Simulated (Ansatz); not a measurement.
**RbCl: levels with and without spin–orbit coupling**

```
Rb Cl
1.0
     0.00000    3.27400    3.27400
     3.27400    0.00000    3.27400
     3.27400    3.27400    0.00000
Rb Cl
1 1
Direct
  0.00000 0.00000 0.00000
  0.50000 0.50000 0.50000
```

Atom numbers follow the list: Rb1, Cl2.

Conventional cell: a = 6.548 Å, b = 6.548 Å, c = 6.548 Å, α = 90.00°, β = 90.00°, γ = 90.00°. Rb (atom 1) has 6 Cl at 3.27 Å as nearest neighbours. Cl (atom 2) is surrounded by 6 Rb at 3.27 Å.

The cell is COD entry 8103714, as deposited and not checked against the literature; nothing was relaxed. It differs from other determinations.

Levels of theory: DFT, PBE, all-electron LAPW, scalar-relativistic (Ansatz 0.2.0); DFT, PBE, all-electron LAPW, Dirac equation with spin-orbit coupling (Ansatz 0.2.0).

Sampling and basis: a Γ-centred 6×6×6 k mesh, Fermi–Dirac smearing of 0.03 eV, basis error target 0.5 meV/atom, no spin polarisation.

Levels between -4 and 3 eV, each run counted from its own valence-band top. Scalar levels are listed once for both spins; with the coupling every spinor state is counted. Levels near the edges of the range can cross them.

At Γ (0.000, 0.000, 0.000) the scalar-relativistic levels are 0.00 (×3). What are they with spin–orbit coupling?

-0.14 (×2), 0.00 (×4).

At X (0.500, 0.000, 0.500) the scalar-relativistic levels are -0.32, -0.10 (×2). What are they with spin–orbit coupling?

-0.36 (×2), -0.19 (×2), -0.09 (×2).

Without the coupling the gap is 5.05 eV, direct at Γ. And with it?

5.01 eV, direct at Γ.
